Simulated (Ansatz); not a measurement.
CaO in Ansatz: the effect of functional

The system is CaO.

```
CELL_PARAMETERS angstrom
0.00000 2.40356 2.40356
2.40356 0.00000 2.40356
2.40356 2.40356 0.00000
ATOMIC_POSITIONS crystal
Ca 0.00000 0.00000 0.00000
O 0.50000 0.50000 0.50000
```

The cell is a database's computed one.

Alike in all runs:

| Quantity | Value |
| --- | --- |
| Program | Ansatz 0.2.0 |
| Task | single point |
| Potentials or basis | all-electron PAW datasets made for the crystal |
| k mesh | 8 × 8 × 8 |
| Occupations | fermi-dirac, width 0.05 eV |
| Spin | no spin polarisation |

Task: One run gave: gap on the mesh 3.55 eV; pressure -2.7 GPa. Which functional did it use?
A. PBE0
B. HSE06
C. PBEsol

Result: C.

```tsv
functional	cutoff	gap on the mesh (eV)	pressure (GPa)
PBEsol	300 eV (chosen from the basis error)	3.55	-2.7
HSE06	340 eV (chosen from the basis error)	5.31	-0.6
PBE0	340 eV (chosen from the basis error)	6.05	-0.7
```

A k mesh can miss the band edges.
